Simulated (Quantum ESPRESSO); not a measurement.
# CuO (P-1) in Quantum ESPRESSO: equation of state

How stiff is CuO in PBEsol, and what volume does it want? The cell is scaled to several volumes.

Everything below comes from runs of Quantum ESPRESSO 7.5. Logs are shortened: lines on timing, memory, paths and dates and some standing lists are left out, and cuts for length are marked.

### 1 The structure

The typed cell holds 4 atoms: a = 2.880 Å, b = 2.880 Å, c = 5.176 Å, α = 89.81°, β = 89.81°, γ = 89.22°.

The cell comes from a database or a generator and needn't be the stable form of this composition.

### 2 Single point, PBEsol, 10.09 Å³/atom

pw.in

```
&CONTROL
  calculation = 'scf'
  prefix = 'pwscf'
  outdir = './tmp'
  pseudo_dir = './pseudo'
  tprnfor = .true.
  tstress = .true.
  disk_io = 'nowf'
/
&SYSTEM
  ibrav = 0
  nat = 4
  ntyp = 2
  ecutwfc = 56
  ecutrho = 448
  nbnd = 34
  occupations = 'smearing'
  smearing = 'fd'
  degauss = 0.00367493
/
&ELECTRONS
  conv_thr = 8d-10
  electron_maxstep = 120
  mixing_beta = 0.5
/
ATOMIC_SPECIES
Cu    63.5460 cu_pbesol_v1.2.uspp.F.UPF
O     15.9990 o_pbesol_v1.2.uspp.F.UPF
CELL_PARAMETERS angstrom
   2.8207191443    0.0000000000    0.0000000000
   0.0382751310    2.8205021813    0.0000000000
   0.0171382374    0.0168928653    5.0706699737
ATOMIC_POSITIONS crystal
Cu     0.0000000000    0.5000000000    0.0000000000
Cu     0.5000000000    0.0000000000    0.5000000000
O      0.9984239700    0.0016717800    0.7498871000
O      0.0015760300    0.9983282200    0.2501129000
K_POINTS automatic
9 9 5 0 0 0
```

Potentials or basis: GBRV 1.5 PBEsol.

Run with:

```console
> OMP_NUM_THREADS=1 mpirun -n 2 pw.x -nk 2 -in pw.in > pw.out
```

pw.out:

```text
This program is part of the open-source Quantum ESPRESSO suite
     for quantum simulation of materials; please cite
[... 6 lines left out ...]
     using ibrav=0 with symmetry is DISCOURAGED, use correct ibrav instead

     K-points division:     npool     =       2
     Subspace diagonalization in iterative solution of the eigenvalue problem:
     a serial algorithm will be used

     G-vector sticks info
     --------------------
     sticks:   dense  smooth     PW     G-vecs:    dense   smooth      PW
     Sum        1009     503    149                43501    15391    2569

     Using Slab Decomposition

     bravais-lattice index     =            0
     lattice parameter (alat)  =       5.3304  a.u.
     unit-cell volume          =     272.2377 (a.u.)^3
     number of atoms/cell      =            4
     number of atomic types    =            2
     number of electrons       =        50.00
     number of Kohn-Sham states=           34
     kinetic-energy cutoff     =      56.0000  Ry
     charge density cutoff     =     448.0000  Ry
     scf convergence threshold =      8.0E-10
     mixing beta               =       0.5000
     number of iterations used =            8  plain     mixing
     Exchange-correlation= SLA  PW   PSX  PSC
                           (   1   4  10   8   0   0   0)

     celldm(1)=   5.330387  celldm(2)=   0.000000  celldm(3)=   0.000000
     celldm(4)=   0.000000  celldm(5)=   0.000000  celldm(6)=   0.000000

     crystal axes: (cart. coord. in units of alat)
               a(1) = (   1.000000   0.000000   0.000000 )
               a(2) = (   0.013569   0.999923   0.000000 )
               a(3) = (   0.006076   0.005989   1.797651 )

     reciprocal axes: (cart. coord. in units 2 pi/alat)
               b(1) = (  1.000000 -0.013570 -0.003335 )
               b(2) = (  0.000000  1.000077 -0.003332 )
               b(3) = (  0.000000  0.000000  0.556281 )

     PseudoPot. # 1 for Cu read from file:
     cu_pbesol_v1.2.uspp.F.UPF
     Pseudo is Ultrasoft + core correction, Zval = 19.0
     Generated by new atomic code, or converted to UPF format
     Using radial grid of  867 points,  6 beta functions with:
                l(1) =   0
                l(2) =   0
                l(3) =   1
                l(4) =   1
                l(5) =   2
                l(6) =   2
     Q(r) pseudized with  8 coefficients,  rinner =    1.150   1.150   1.150
                                                       1.150   1.150

     PseudoPot. # 2 for O  read from file:
     o_pbesol_v1.2.uspp.F.UPF
     Pseudo is Ultrasoft + core correction, Zval =  6.0
     Generated by new atomic code, or converted to UPF format
     Using radial grid of  737 points,  5 beta functions with:
                l(1) =   0
                l(2) =   0
                l(3) =   1
                l(4) =   1
                l(5) =   2
     Q(r) pseudized with  8 coefficients,  rinner =    0.900   0.900   0.900
                                                       0.900   0.900

     atomic species   valence    mass     pseudopotential
     Cu               19.00    63.54600     Cu( 1.00)
     O                 6.00    15.99900     O ( 1.00)

      2 Sym. Ops., with inversion, found

   Cartesian axes

     site n.     atom                  positions (alat units)
         1        Cu     tau(   1) = (   0.0067846   0.4999615   0.0000000  )
         2        Cu     tau(   2) = (   0.5030379   0.0029944   0.8988257  )
         3        O      tau(   3) = (   1.0030028   0.0061626   1.3480357  )
         4        O      tau(   4) = (   0.0166423   0.9997493   0.4496158  )

     number of k points=   203  Fermi-Dirac smearing, width (Ry)=  0.0037

     Number of k-points >= 100: set verbosity='high' to print them.

     Dense  grid:    43501 G-vectors     FFT dimensions: (  36,  36,  72)

     Smooth grid:    15391 G-vectors     FFT dimensions: (  25,  25,  45)

     Check: negative core charge=   -0.000002

     Initial potential from superposition of free atoms

     starting charge      48.0000, renormalised to      50.0000
     Starting wfcs are   34 randomized atomic wfcs

     Self-consistent Calculation

     iteration #  1     ecut=    56.00 Ry     beta= 0.50
     Davidson diagonalization with overlap
     ethr =  1.00E-02,  avg # of iterations =  4.5

     total energy              =    -868.43980947 Ry
     estimated scf accuracy    <       5.40128283 Ry

     iteration #  2     ecut=    56.00 Ry     beta= 0.50
     Davidson diagonalization with overlap
     ethr =  1.00E-02,  avg # of iterations =  3.0

     total energy              =    -870.38815620 Ry
     estimated scf accuracy    <       9.62298132 Ry

     iteration #  3     ecut=    56.00 Ry     beta= 0.50
     Davidson diagonalization with overlap
     ethr =  1.00E-02,  avg # of iterations =  2.0

     total energy              =    -871.32957288 Ry
     estimated scf accuracy    <       0.39743539 Ry

     iteration #  4     ecut=    56.00 Ry     beta= 0.50
     Davidson diagonalization with overlap
     ethr =  7.95E-04,  avg # of iterations =  2.0

     total energy              =    -871.36695418 Ry
     estimated scf accuracy    <       0.05502054 Ry

     iteration #  5     ecut=    56.00 Ry     beta= 0.50
     Davidson diagonalization with overlap
     ethr =  1.10E-04,  avg # of iterations =  2.3

     total energy              =    -871.36199268 Ry
     estimated scf accuracy    <       0.03239217 Ry

     iteration #  6     ecut=    56.00 Ry     beta= 0.50
     Davidson diagonalization with overlap
     ethr =  6.48E-05,  avg # of iterations =  2.0

     total energy              =    -871.36237893 Ry
     estimated scf accuracy    <       0.01083265 Ry

     iteration #  7     ecut=    56.00 Ry     beta= 0.50
     Davidson diagonalization with overlap
     ethr =  2.17E-05,  avg # of iterations =  2.3
[... 32 lines left out ...]
     iteration # 12     ecut=    56.00 Ry     beta= 0.50
     Davidson diagonalization with overlap
     ethr =  5.25E-09,  avg # of iterations =  3.0

     total energy              =    -871.36244549 Ry
     estimated scf accuracy    <       0.00000006 Ry

     iteration # 13     ecut=    56.00 Ry     beta= 0.50
     Davidson diagonalization with overlap
     ethr =  1.20E-10,  avg # of iterations =  2.1

     total energy              =    -871.36244550 Ry
     estimated scf accuracy    <       0.00000007 Ry

     iteration # 14     ecut=    56.00 Ry     beta= 0.50
     Davidson diagonalization with overlap
     ethr =  1.20E-10,  avg # of iterations =  1.1

     total energy              =    -871.36244550 Ry
     estimated scf accuracy    <       0.00000002 Ry

     iteration # 15     ecut=    56.00 Ry     beta= 0.50
     Davidson diagonalization with overlap
     ethr =  3.55E-11,  avg # of iterations =  2.0

     total energy              =    -871.36244550 Ry
     estimated scf accuracy    <          1.3E-09 Ry

     iteration # 16     ecut=    56.00 Ry     beta= 0.50
     Davidson diagonalization with overlap
     ethr =  2.62E-12,  avg # of iterations =  2.9

     End of self-consistent calculation

     Number of k-points >= 100: set verbosity='high' to print the bands.

     the Fermi energy is    12.1366 ev

!    total energy              =    -871.36244550 Ry
     estimated scf accuracy    <          1.1E-10 Ry
     smearing contrib. (-TS)   =      -0.00137651 Ry
     internal energy E=F+TS    =    -871.36106899 Ry

     The total energy is F=E-TS. E is the sum of the following terms:
     one-electron contribution =    -630.10657611 Ry
     hartree contribution      =     341.74820392 Ry
     xc contribution           =     -91.12666274 Ry
     ewald contribution        =    -491.87603407 Ry

     convergence has been achieved in  16 iterations

     Forces acting on atoms (cartesian axes, Ry/au):

     atom    1 type  1   force =     0.00000000    0.00000000    0.00000000
     atom    2 type  1   force =     0.00000000    0.00000000    0.00000000
     atom    3 type  2   force =     0.00002273   -0.00009217    0.00045267
     atom    4 type  2   force =    -0.00002273    0.00009217   -0.00045267

     Total force =     0.000654     Total SCF correction =     0.000001

     Computing stress (Cartesian axis) and pressure

          total   stress  (Ry/bohr**3)                   (kbar)     P=      107.04
   0.00070026   0.00000059   0.00000211          103.01        0.09        0.31
   0.00000059   0.00069547   0.00000340            0.09      102.31        0.50
   0.00000211   0.00000340   0.00078727            0.31        0.50      115.81

=------------------------------------------------------------------------------=
   JOB DONE.
=------------------------------------------------------------------------------=
```

Wall time 2 min (2 MPI ranks of Arm Neoverse V2, shared host); peak memory 0.52 GiB.

Results:

* Free energy: -11855.4900 eV
* Pressure: 10.7 GPa
* Largest force: 0.012 eV/Å
* Band gap on the k mesh: none (metal or under the smearing width)

Caveat: the run has no spin polarisation, though such a crystal can be magnetic; semilocal functionals often make such compounds metallic where correlation or magnetic order opens a gap, which also shifts bond lengths.

### 3 Single point, PBEsol, 10.30 Å³/atom

pw.in, as its differences from that of step 2:

```diff
@@ -29,5 +29,5 @@
 CELL_PARAMETERS angstrom
-   2.8207191443    0.0000000000    0.0000000000
-   0.0382751310    2.8205021813    0.0000000000
-   0.0171382374    0.0168928653    5.0706699737
+   2.8405840181    0.0000000000    0.0000000000
+   0.0385446830    2.8403655272    0.0000000000
+   0.0172589332    0.0170118330    5.1063800938
 ATOMIC_POSITIONS crystal
```

Potentials or basis: GBRV 1.5 PBEsol.

Run with:

```console
> OMP_NUM_THREADS=1 mpirun -n 2 pw.x -nk 2 -in pw.in > pw.out
```

It took 1.8 min on 2 MPI ranks of Arm Neoverse V2, shared host; peak memory 0.52 GiB.

It converged, with:

| Quantity | Value |
| --- | --- |
| Free energy | -11855.5374 eV |
| Pressure | 6.1 GPa |
| Largest force | 0.012 eV/Å |
| Band gap on the k mesh | none (metal or under the smearing width) |

Caveat: the run has no spin polarisation, though such a crystal can be magnetic; semilocal functionals often make such compounds metallic where correlation or magnetic order opens a gap, which also shifts bond lengths.

[end of part 1 of 2]
